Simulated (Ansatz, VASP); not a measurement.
# Pd in VASP and in Ansatz

```xyz
1
Lattice="0.0000 1.9735 1.9735 1.9735 0.0000 1.9735 1.9735 1.9735 0.0000" Properties=species:S:1:pos:R:3 pbc="T T T"
Pd    0.0000    0.0000    0.0000
```

Alike in both runs: task single point; functional PBE; k mesh 14 × 14 × 14; occupations fermi-dirac, width 0.1 eV; no spin polarisation.

|  | VASP | Ansatz |
| --- | --- | --- |
| version | VASP 6.6.1 | Ansatz 0.2.0 |
| potentials or method | VASP PAW PBE potentials, release 64 (Pd) | plane waves (500 eV) with PAW, scalar-relativistic |
| plane-wave cutoff (eV) | 520 | 500 |
| valence electrons in the cell | 10 | 18 |

|  | VASP | Ansatz | Ansatz less VASP |
| --- | --- | --- | --- |
| pressure (GPa) | -0.3 | 0.0 | +0.26 |

The two sets of potentials don't hold the same shells in valence.
